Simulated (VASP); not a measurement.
BaH2:

```
Ba H
1.0
     4.46203    0.00000    0.00000
    -2.23101    3.86423    0.00000
     0.00000    0.00000    6.05529
Ba H
2 4
Direct
  0.33333 0.66667 0.25000
  0.66667 0.33333 0.75000
  0.00000 0.00000 0.00000
  0.00000 0.00000 0.50000
  0.66667 0.33333 0.25000
  0.33333 0.66667 0.75000
```

The cell comes from a database or a generator and needn't be the stable form of this composition.

- Program: VASP 6.6.1
- Task: relaxation of cell and atoms
- Functional: LDA
- Potentials or basis: VASP PAW LDA potentials, release 64 (Ba_sv, H)
- Cutoff: 600 eV
- k mesh: 6 × 6 × 4
- Occupations: gaussian, width 0.02 eV
- Spin: no spin polarisation

At the start: pressure -2.9 GPa; volume 17.40 Å³/atom.

Question: Where does the relaxation end?

Answer: Over 6 steps the energy falls by 14.8 meV/atom and the volume is 15.88 Å³/atom (-8.8 %); space group P6_3/mmc (No. 194, to 0.05 Å).

The path:
```tsv
step	energy change (eV)	largest force (eV/Å)	pressure (GPa)	volume (Å³)
1	0.0000	0.0000	-2.88	104.41
2	-0.0628	0.0000	-1.39	99.76
3	-0.0785	0.0000	-0.13	96.53
4	-0.0786	0.0000	0.01	96.20
5	-0.0838	0.0000	0.01	95.90
6	-0.0890	0.0000	0.03	95.25
```

Final structure:
```
Ba H
1.0
     4.36988    0.00000    0.00000
    -2.18494    3.78443    0.00000
     0.00000    0.00000    5.75977
Ba H
2 4
Direct
  0.33333 0.66667 0.25000
  0.66667 0.33333 0.75000
  0.00000 0.00000 0.00000
  0.00000 0.00000 0.50000
  0.66667 0.33333 0.25000
  0.33333 0.66667 0.75000
```
